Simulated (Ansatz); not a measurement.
# Co: freezing in a mode

The task, for Co: trace the energy along mode 4.

Computed with Ansatz 0.2.0 (DFT PBEsol, scalar-relativistic, plane waves, PAW, unless a step's input says otherwise).

1 further run of the same task is left out (set aside as unsound or not needed). Runs told in other sessions of the task aren't counted.

## (1) The structure to begin with

The structure is hexagonal, space group P6_3/mmc (No. 194). The conventional cell has a = 2.455 Å, b = 2.455 Å, c = 7.965 Å, α = 90.00°, β = 90.00°, γ = 120.00°. Co (site symmetry -3m) is surrounded by 12 Co at 2.44 to 2.46 Å. Around Co (site symmetry -6m2) lie 12 Co at 2.44 to 2.46 Å.

As a file:

```xyz
4
Lattice="2.4552 0.0000 0.0000 -1.2276 2.1263 0.0000 0.0000 0.0000 7.9648" Properties=species:S:1:pos:R:3 pbc="T T T"
Co    0.0000    0.0000    0.0000
Co    0.0000    1.4175    1.9912
Co    0.0000    0.0000    3.9824
Co    1.2276    0.7088    5.9736
```

It goes back to an entry of the Materials Project.

It is the result of an earlier relaxation at this level (volume 10.40 Å³/atom; gap on the mesh: none (metal), site moments up to 1.7 μB).

## (2) Zero of energy

The reference gives a free energy of -20371.9613 eV, pressure 0.19 GPa, largest force 0.000 eV/Å and gap on the mesh none (metal). It was computed beforehand with the settings of the runs below.

## (3) The scan: freezing in a mode

Mode 4 of the phonon run on this cell, counted from the lowest, is frozen in: each atom moves by x times its row below, so x is the largest displacement.

```
atom      ux      uy     uz
 Co1   0.000   0.000  0.000
 Co2   0.707   0.707  0.000
 Co3   0.000   0.000  0.000
 Co4  -0.707  -0.707  0.000
```

## (4) At x = -0.200 Å

The input, input.yaml:

```yaml
crystal:
  lattice:
    - [2.4552110702, 0.0, 0.0]
    - [-1.2276055351, 2.1262751584, 0.0]
    - [0.0, 0.0, 7.9648408746]
  atoms:
    - { symbol: Co, position: [0.0, 0.0, 0.0], spin: 1.81 }
    - { symbol: Co, position: [0.2424771878, 0.6001553519, 0.25], spin: 1.83 }
    - { symbol: Co, position: [0.0, 0.0, 0.5], spin: 1.81 }
    - { symbol: Co, position: [0.7575228122, 0.3998446481, 0.75], spin: 1.83 }
basis:
  ecutwfc: 420
kpoints:
  mp_grid: { grid: [24, 24, 6] }
hamiltonian:
  xc: pbesol
scf:
  occupations: { method: gaussian, width: 0.15 }
output:
  forces: true
  stress: true
  eigenvalues: true
  populations: true
magnetization:
  spin_polarized: true
```

The run is started by

```
$ ansatz run input.yaml --threads 2 --pin off --max-ram 5120MiB --backend cpu --events-out ev --progress --plain --runs-dir out
```

The log of the run, cut to the lines that bear on the results:

```text
Warning: RAYON_NUM_THREADS=2 ignored (pool sized by the plan → 2); use --threads N
[...]
Pseudopotentials: kind: paw
Pseudopotential: Co, paw, valence charge 17, recommended cutoff 420 eV (normal), Co.paw.azcp
Functional definition: PBEsol
[...]
Crystal: 4 atoms, lattice volume = 41.580 Å³
Basis set: ecut = 420 eV, 777 PW (Γ), exchange–correlation on 36×36×108 points (8 copies of the dense FFT grid, shifted against one another)
Bands: 46, of which v1, the nominal top of the filled ones, is band 34 counted from 1 (33 counted from 0)
Symmetry: 4 space group operations
Space group: P21/m (ITA 11), of the structure as read, at distance tolerance 3.5e-5 Å
Magnetic group: BNS 11.50 (UNI 57), of the structure as read, at distance tolerance 3.5e-5 Å
k-points: 1160 of 3456
[...]
Starting moments: Σ|m| = 7.28 μB on 4 of 4 sites
[...]
SCF iter   1: F=—  HF=-20371.086129 eV  |F-HF|=—  |Δ(HF+E_count)|=         —  Δρ=1.07e-1 (↑6.02e-2 ↓1.07e-1)  dr2=6.54e0  dr2_m=2.53e-1  M=6.707 μB ∫|m|=6.914 μB  β_m=0.30  ethr=3.10e-3  ⟨swp⟩=5.3  Hψ=338541  notcnv=0  defer=2244
[...]
spin=Collinear: Kerker preconditioning applied to the charge; magnetization (m = ρ↑ − ρ↓) channel mixes plain (no charge-response kernel on spin).
[...]
SCF iter  14: F=-20371.850602 eV  HF=-20371.850602 eV  |F-HF|=1.06e-8  |Δ(HF+E_count)|=   3.64e-9  Δρ=4.34e-6 (↑9.42e-7 ↓4.34e-6)  dr2=1.18e-8  dr2_m=1.16e-9  M=6.451 μB ∫|m|=6.960 μB  ethr=1.32e-10  ⟨swp⟩=6.9  Hψ=420373  notcnv=0
[...]
SCF converged after 14 iterations
Magnetization: 6.4514 μB (37.2257 up, 30.7743 down)
Absolute magnetization: 6.9618 μB (∫|ρ↑−ρ↓|, with the PAW one-centre terms)
Spin contamination: 0.0888 ħ² per cell (⟨S²⟩ above its minimum at these occupations)
Per-site moments (μB) at R_I (Å): [(1.6684930633482113, 0.9773149357917481), (1.6755578057872262, 0.9773149357917481), (1.668493063348212, 0.9773149357917481), (1.6755578057872262, 0.9773149357917481)]
Free energy (F): -20371.850602 eV
[...]
E sigma→0 (E₀):  -20371.830480 eV
Entropy (-TS):   -0.040245 eV (-10.061 meV/atom)
Fermi energy:    19.581717 eV
[...]
--- Forces (eV/Å), atoms counted from 1 ---
  atom   1  Co     0.00000000    -0.00000000     0.00000000
  atom   2  Co     0.30663055     0.42531580     0.00000000
  atom   3  Co     0.00000000    -0.00000000     0.00000000
  atom   4  Co    -0.30663055    -0.42531580     0.00000000
[...]
--- Stress (GPa, compression-positive) ---
       -2.598646      -3.603376       0.000000
       -3.603376       3.941542       0.000000
        0.000000       0.000000       2.657393
  P = ⅓ Tr σ = 1.3334 GPa (13.334 kbar)
--- Band table (eV; the first three rows and the last of 2320) ---
[...]
--- Löwdin populations: 4 sites ---
  site symbol       q [e]    m [muB]
     0     Co     16.7784     1.6672
     1     Co     16.7774     1.6714
     2     Co     16.7784     1.6672
     3     Co     16.7774     1.6714
  spilling = 0.013063 (of n_electrons = 68.000000)
```

It took 71 s on 2 threads of AMD EPYC 9R45 (Zen 5), shared host; peak memory 3 GiB.

Per atom:

| atom | moment in the atom's sphere (μB) | Löwdin electrons |
| --- | --- | --- |
| Co1 | 1.67 | 16.78 |
| Co2 | 1.68 | 16.78 |
| Co3 | 1.67 | 16.78 |
| Co4 | 1.68 | 16.78 |

The Löwdin counts miss 0.89 of the 68 electrons, which the atomic orbitals do not span, so they are no charges.

## (5) x = 0.150 Å

Edit input.yaml of step 4 so:

```diff
@@ -7,5 +7,5 @@
     - { symbol: Co, position: [0.0, 0.0, 0.0], spin: 1.81 }
-    - { symbol: Co, position: [0.2424771878, 0.6001553519, 0.25], spin: 1.83 }
+    - { symbol: Co, position: [0.4014754425, 0.7165501527, 0.25], spin: 1.83 }
     - { symbol: Co, position: [0.0, 0.0, 0.5], spin: 1.81 }
-    - { symbol: Co, position: [0.7575228122, 0.3998446481, 0.75], spin: 1.83 }
+    - { symbol: Co, position: [0.5985245575, 0.2834498473, 0.75], spin: 1.83 }
 basis:
```

The run is started by

```
$ ansatz run input.yaml --threads 2 --pin off --max-ram 5120MiB --backend cpu --events-out ev --progress --plain --runs-dir out
```

The log of the run, cut to the lines that bear on the results:

```text
Warning: RAYON_NUM_THREADS=2 ignored (pool sized by the plan → 2); use --threads N
[...]
[... 3 set-up lines as earlier in the session ...]
[...]
Crystal: 4 atoms, lattice volume = 41.580 Å³
Basis set: ecut = 420 eV, 777 PW (Γ), exchange–correlation on 36×36×108 points (8 copies of the dense FFT grid, shifted against one another)
Bands: 46, of which v1, the nominal top of the filled ones, is band 34 counted from 1 (33 counted from 0)
[... 2 set-up lines as earlier in the session ...]
Magnetic group: BNS 11.50 (UNI 57), of the structure as read, at distance tolerance 3.5e-5 Å
k-points: 1160 of 3456
[...]
Starting moments: Σ|m| = 7.28 μB on 4 of 4 sites
[...]
Free energy (F): -20371.887614 eV
[...]
E sigma→0 (E₀):  -20371.867591 eV
Entropy (-TS):   -0.040047 eV (-10.012 meV/atom)
Fermi energy:    19.566921 eV
[...]
--- Forces (eV/Å), atoms counted from 1 ---
  atom   1  Co     0.00000000    -0.00000000     0.00000000
  atom   2  Co    -0.38955399    -0.32292293     0.00000000
  atom   3  Co     0.00000000    -0.00000000     0.00000000
  atom   4  Co     0.38955399     0.32292293     0.00000000
[...]
--- Stress (GPa, compression-positive) ---
        2.997280       2.334965       0.000000
        2.334965      -1.994703       0.000000
        0.000000       0.000000       1.777048
  P = ⅓ Tr σ = 0.9265 GPa (9.265 kbar)
--- Band table (eV; the first three rows and the last of 2320) ---
[...]
--- Löwdin populations: 4 sites ---
  site symbol       q [e]    m [muB]
     0     Co     16.7796     1.6601
     1     Co     16.7774     1.6681
     2     Co     16.7796     1.6601
     3     Co     16.7774     1.6681
  spilling = 0.013029 (of n_electrons = 68.000000)
```

Wall time 68 s (2 threads of AMD EPYC 9R45 (Zen 5), shared host); peak memory 2.9 GiB.

## (6) At x = -0.100 Å

The input, input.yaml:

```yaml
crystal:
  lattice:
    - [2.4552110702, 0.0, 0.0]
    - [-1.2276055351, 2.1262751584, 0.0]
    - [0.0, 0.0, 7.9648408746]
  atoms:
    - { symbol: Co, position: [0.0, 0.0, 0.0], spin: 1.81 }
    - { symbol: Co, position: [0.2879052606, 0.6334110093, 0.25], spin: 1.83 }
    - { symbol: Co, position: [0.0, 0.0, 0.5], spin: 1.81 }
    - { symbol: Co, position: [0.7120947394, 0.3665889907, 0.75], spin: 1.83 }
basis:
  ecutwfc: 420
kpoints:
  mp_grid: { grid: [24, 24, 6] }
hamiltonian:
  xc: pbesol
scf:
  occupations: { method: gaussian, width: 0.15 }
output:
  forces: true
  stress: true
  eigenvalues: true
  populations: true
  write_density: true
  write_potential: true
  elf: true
  volumetric_format: npy
magnetization:
  spin_polarized: true
```

The run is started by

```
$ ansatz run input.yaml --threads 2 --pin off --max-ram 5120MiB --backend cpu --events-out ev --progress --plain --runs-dir out
```

The log of the run, cut to the lines that bear on the results:

```text
Warning: RAYON_NUM_THREADS=2 ignored (pool sized by the plan → 2); use --threads N
[...]
[... 3 set-up lines as earlier in the session ...]
[...]
Crystal: 4 atoms, lattice volume = 41.580 Å³
Basis set: ecut = 420 eV, 777 PW (Γ), exchange–correlation on 36×36×108 points (8 copies of the dense FFT grid, shifted against one another)
Bands: 46, of which v1, the nominal top of the filled ones, is band 34 counted from 1 (33 counted from 0)
[... 2 set-up lines as earlier in the session ...]
Magnetic group: BNS 11.50 (UNI 57), of the structure as read, at distance tolerance 3.5e-5 Å
k-points: 1160 of 3456
[...]
Starting moments: Σ|m| = 7.28 μB on 4 of 4 sites
[...]
Free energy (F): -20371.932052 eV
[...]
E sigma→0 (E₀):  -20371.912278 eV
Entropy (-TS):   -0.039549 eV (-9.887 meV/atom)
Fermi energy:    19.559358 eV
[...]
--- Forces (eV/Å), atoms counted from 1 ---
  atom   1  Co     0.00000000     0.00000000     0.00000000
  atom   2  Co     0.18682378     0.21735839     0.00000000
  atom   3  Co     0.00000000     0.00000000     0.00000000
  atom   4  Co    -0.18682378    -0.21735839     0.00000000
[...]
--- Stress (GPa, compression-positive) ---
       -1.329683      -1.751648       0.000000
       -1.751648       2.041453       0.000000
        0.000000       0.000000       0.750003
  P = ⅓ Tr σ = 0.4873 GPa (4.873 kbar)
--- Band table (eV; the first three rows and the last of 2320) ---
[...]
--- Löwdin populations: 4 sites ---
  site symbol       q [e]    m [muB]
     0     Co     16.7805     1.6555
     1     Co     16.7770     1.6678
     2     Co     16.7805     1.6555
     3     Co     16.7770     1.6678
  spilling = 0.013013 (of n_electrons = 68.000000)
```

Run time: 71 s. Hardware: 2 threads of AMD EPYC 9R45 (Zen 5), shared host; peak memory 3 GiB.

By site:

| atom | moment in the atom's sphere (μB) | Löwdin electrons |
| --- | --- | --- |
| Co1 | 1.66 | 16.78 |
| Co2 | 1.67 | 16.78 |
| Co3 | 1.66 | 16.78 |
| Co4 | 1.67 | 16.78 |

The Löwdin counts miss 0.89 of the 68 electrons, which the atomic orbitals do not span, so they are no charges.

Density in a lattice plane of the grid's cell (edges 2.46 and 7.96 Å, at 0.000 of the third edge), which holds Co.

Ten even steps from '0' (0.27 e/Å³) to '9' (56.88 e/Å³):
```
21000001
00000000
00000000
00000000
00000000
00000000
00000000
00000000
21000001
94000004
21000001
00000000
00000000
00000000
00000000
00000000
00000000
00000000
21000001
94000004
```
Columns run along the first of these edges and rows up along the second, over one cell in 8 and 20 even steps from the bottom left corner. Atoms in the plane (fractional): Co at (0.00, 0.00), Co at (0.00, 0.50).

ELF in the same plane.

Ten even steps from '0' (0.16) to '9' (0.99):
```
75101015
00011100
11100011
22000001
21000001
22000001
11100011
00011100
75101015
98300038
75101015
00011100
11100011
21000002
21000001
21000002
11100011
00011100
75101015
98300038
```
Columns run along the first of these edges and rows up along the second, over one cell in 8 and 20 even steps from the bottom left corner. Atoms in the plane (fractional): Co at (0.00, 0.00), Co at (0.00, 0.50).

Both are smooth fields of the valence electrons: close to the nuclei they are not physical.

Spin density (up less down) in a lattice plane of the grid's cell (edges 2.46 and 7.96 Å, at 0.000 of the third edge), which holds Co.

Values in e/Å³, 12 rows by 6 columns:
```
 0.30  0.16  0.01 -0.02  0.01  0.15
-0.02 -0.02  0.00  0.02  0.00 -0.02
-0.02 -0.01  0.04  0.12  0.08  0.00
-0.02 -0.02  0.00  0.02  0.00 -0.02
 0.30  0.16  0.01 -0.02  0.01  0.15
 7.46  1.51  0.11 -0.01  0.11  1.51
 0.30  0.15  0.01 -0.02  0.01  0.16
-0.02 -0.02  0.00  0.02  0.00 -0.02
-0.02  0.00  0.08  0.12  0.04 -0.01
-0.02 -0.02  0.00  0.02  0.00 -0.02
 0.30  0.15  0.01 -0.02  0.01  0.16
 7.46  1.51  0.11 -0.01  0.11  1.51
```
Columns run along the first of these edges and rows up along the second, over one cell in 6 and 12 even steps from the bottom left corner. Atoms in the plane (fractional): Co at (0.00, 0.00), Co at (0.00, 0.50).

## (7) x = 0.050 Å

The input, input.yaml:

```yaml
crystal:
  lattice:
    - [2.4552110702, 0.0, 0.0]
    - [-1.2276055351, 2.1262751584, 0.0]
    - [0.0, 0.0, 7.9648408746]
  atoms:
    - { symbol: Co, position: [0.0, 0.0, 0.0], spin: 1.81 }
    - { symbol: Co, position: [0.3560473697, 0.6832944953, 0.25], spin: 1.83 }
    - { symbol: Co, position: [0.0, 0.0, 0.5], spin: 1.81 }
    - { symbol: Co, position: [0.6439526303, 0.3167055047, 0.75], spin: 1.83 }
basis:
  ecutwfc: 420
kpoints:
  mp_grid: { grid: [24, 24, 6] }
hamiltonian:
  xc: pbesol
scf:
  occupations: { method: gaussian, width: 0.15 }
output:
  forces: true
  stress: true
  eigenvalues: true
  populations: true
magnetization:
  spin_polarized: true
```

The run is started by

```
$ ansatz run input.yaml --threads 2 --pin off --max-ram 5120MiB --backend cpu --events-out ev --progress --plain --runs-dir out
```

The log of the run, cut to the lines that bear on the results:

```text
[...]
SCF converged after 14 iterations
Magnetization: 6.4112 μB (37.2056 up, 30.7944 down)
Absolute magnetization: 6.9370 μB (∫|ρ↑−ρ↓|, with the PAW one-centre terms)
Spin contamination: 0.0901 ħ² per cell (⟨S²⟩ above its minimum at these occupations)
Per-site moments (μB) at R_I (Å): [(1.6550259392472273, 0.9968385187673544), (1.6730634838254415, 0.9968385187673544), (1.6550259392472255, 0.9968385187673544), (1.673063483825442, 0.9968385187673545)]
Free energy (F): -20371.953473 eV
[...]
E sigma→0 (E₀):  -20371.933612 eV
Entropy (-TS):   -0.039724 eV (-9.931 meV/atom)
Fermi energy:    19.554374 eV
[...]
--- Forces (eV/Å), atoms counted from 1 ---
  atom   1  Co     0.00000000    -0.00000000    -0.00000000
  atom   2  Co    -0.11626165    -0.10852133     0.00000000
  atom   3  Co     0.00000000    -0.00000000     0.00000000
  atom   4  Co     0.11626165     0.10852133     0.00000000
[...]
--- Stress (GPa, compression-positive) ---
        1.134824       0.839457       0.000000
        0.839457      -0.573305       0.000000
        0.000000       0.000000       0.235560
  P = ⅓ Tr σ = 0.2657 GPa (2.657 kbar)
--- Band table (eV; the first three rows and the last of 2320) ---
[...]
--- Löwdin populations: 4 sites ---
  site symbol       q [e]    m [muB]
     0     Co     16.7811     1.6524
     1     Co     16.7769     1.6670
     2     Co     16.7811     1.6524
     3     Co     16.7769     1.6670
  spilling = 0.012999 (of n_electrons = 68.000000)
```

Run time: 69 s. Hardware: 2 threads of AMD EPYC 9R45 (Zen 5), shared host; peak memory 3 GiB.

## (8) x = 0.200 Å

Edit input.yaml of step 7 so:

```diff
@@ -7,5 +7,5 @@
     - { symbol: Co, position: [0.0, 0.0, 0.0], spin: 1.81 }
-    - { symbol: Co, position: [0.3560473697, 0.6832944953, 0.25], spin: 1.83 }
+    - { symbol: Co, position: [0.4241894789, 0.7331779814, 0.25], spin: 1.83 }
     - { symbol: Co, position: [0.0, 0.0, 0.5], spin: 1.81 }
-    - { symbol: Co, position: [0.6439526303, 0.3167055047, 0.75], spin: 1.83 }
+    - { symbol: Co, position: [0.5758105211, 0.2668220186, 0.75], spin: 1.83 }
 basis:
```

The run is started by

```
$ ansatz run input.yaml --threads 2 --pin off --max-ram 5120MiB --backend cpu --events-out ev --progress --plain --runs-dir out
```

The log of the run, cut to the lines that bear on the results:

```text
[...]
SCF converged after 13 iterations
Magnetization: 6.4458 μB (37.2229 up, 30.7771 down)
Absolute magnetization: 6.9547 μB (∫|ρ↑−ρ↓|, with the PAW one-centre terms)
Spin contamination: 0.0887 ħ² per cell (⟨S²⟩ above its minimum at these occupations)
Per-site moments (μB) at R_I (Å): [(1.6671880173181683, 0.9644551263764943), (1.6726722354345018, 0.9644551263764943), (1.6671880173181688, 0.9644551263764943), (1.6726722354345025, 0.9644551263764943)]
Free energy (F): -20371.828373 eV
[...]
E sigma→0 (E₀):  -20371.807987 eV
Entropy (-TS):   -0.040773 eV (-10.193 meV/atom)
Fermi energy:    19.577998 eV
[...]
--- Forces (eV/Å), atoms counted from 1 ---
  atom   1  Co     0.00000000     0.00000000     0.00000000
  atom   2  Co    -0.53990841    -0.42318365     0.00000000
  atom   3  Co     0.00000000     0.00000000     0.00000000
  atom   4  Co     0.53990841     0.42318365     0.00000000
[...]
--- Stress (GPa, compression-positive) ---
        3.992533       2.964764       0.000000
        2.964763      -2.579002       0.000000
        0.000000       0.000000       3.148758
  P = ⅓ Tr σ = 1.5208 GPa (15.208 kbar)
--- Band table (eV; the first three rows and the last of 2320) ---
[...]
--- Löwdin populations: 4 sites ---
  site symbol       q [e]    m [muB]
     0     Co     16.7785     1.6663
     1     Co     16.7779     1.6690
     2     Co     16.7785     1.6663
     3     Co     16.7779     1.6690
  spilling = 0.013048 (of n_electrons = 68.000000)
```

Run time: 67 s. Hardware: 2 threads of AMD EPYC 9R45 (Zen 5), shared host; peak memory 3 GiB.

## (9) Point x = -0.150 Å

Edit input.yaml of step 8 so:

```diff
@@ -7,5 +7,5 @@
     - { symbol: Co, position: [0.0, 0.0, 0.0], spin: 1.81 }
-    - { symbol: Co, position: [0.4241894789, 0.7331779814, 0.25], spin: 1.83 }
+    - { symbol: Co, position: [0.2651912242, 0.6167831806, 0.25], spin: 1.83 }
     - { symbol: Co, position: [0.0, 0.0, 0.5], spin: 1.81 }
-    - { symbol: Co, position: [0.5758105211, 0.2668220186, 0.75], spin: 1.83 }
+    - { symbol: Co, position: [0.7348087758, 0.3832168194, 0.75], spin: 1.83 }
 basis:
```

The run is started by

```
$ ansatz run input.yaml --threads 2 --pin off --max-ram 5120MiB --backend cpu --events-out ev --progress --plain --runs-dir out
```

The log of the run, cut to the lines that bear on the results:

```text
Warning: RAYON_NUM_THREADS=2 ignored (pool sized by the plan → 2); use --threads N
[...]
[... 3 set-up lines as earlier in the session ...]
[...]
Crystal: 4 atoms, lattice volume = 41.580 Å³
Basis set: ecut = 420 eV, 777 PW (Γ), exchange–correlation on 36×36×108 points (8 copies of the dense FFT grid, shifted against one another)
Bands: 46, of which v1, the nominal top of the filled ones, is band 34 counted from 1 (33 counted from 0)
[... 2 set-up lines as earlier in the session ...]
Magnetic group: BNS 11.50 (UNI 57), of the structure as read, at distance tolerance 3.5e-5 Å
k-points: 1160 of 3456
[...]
Starting moments: Σ|m| = 7.28 μB on 4 of 4 sites
[...]
Free energy (F): -20371.897128 eV
[...]
E sigma→0 (E₀):  -20371.877232 eV
Entropy (-TS):   -0.039792 eV (-9.948 meV/atom)
Fermi energy:    19.568442 eV
[...]
--- Forces (eV/Å), atoms counted from 1 ---
  atom   1  Co     0.00000000    -0.00000000     0.00000000
  atom   2  Co     0.25605656     0.32385795     0.00000000
  atom   3  Co     0.00000000    -0.00000000     0.00000000
  atom   4  Co    -0.25605656    -0.32385795     0.00000000
[...]
--- Stress (GPa, compression-positive) ---
       -2.004872      -2.661342       0.000000
       -2.661341       2.978644       0.000000
        0.000000       0.000000       1.575181
  P = ⅓ Tr σ = 0.8497 GPa (8.497 kbar)
--- Band table (eV; the first three rows and the last of 2320) ---
[...]
--- Löwdin populations: 4 sites ---
  site symbol       q [e]    m [muB]
     0     Co     16.7796     1.6606
     1     Co     16.7773     1.6691
     2     Co     16.7796     1.6606
     3     Co     16.7773     1.6691
  spilling = 0.013035 (of n_electrons = 68.000000)
```

It took 67 s on 2 threads of AMD EPYC 9R45 (Zen 5), shared host; peak memory 3 GiB.

## (10) Results of the scan

The scan, with free energies counted from the undisturbed cell:

| x (Å) | ΔE (meV/cell) | force along the mode (eV/Å) | pressure (GPa) | moment (μB/cell) |
| --- | --- | --- | --- | --- |
| -0.200 | 110.7 | 1.035 | 1.3 | 6.45 |
| -0.150 | 64.2 | 0.820 | 0.8 | 6.43 |
| -0.100 | 29.3 | 0.572 | 0.5 | 6.42 |
| 0.000 | 0.0 | 0.000 | 0.2 | 6.41 |
| 0.050 | 7.9 | -0.318 | 0.3 | 6.41 |
| 0.150 | 73.7 | -1.008 | 0.9 | 6.43 |
| 0.200 | 133.0 | -1.362 | 1.5 | 6.45 |

## (11) Results

```
                                          quantity     value
                   harmonic wavenumber of the mode  119 cm⁻¹
the same from the force at an amplitude of 0.050 Å  121 cm⁻¹
```

In words: The force at the smallest amplitude gives 121 cm⁻¹ against 119 cm⁻¹ from the phonon run, so the curve is close to a parabola there. No sampled point lies below the undisturbed cell.
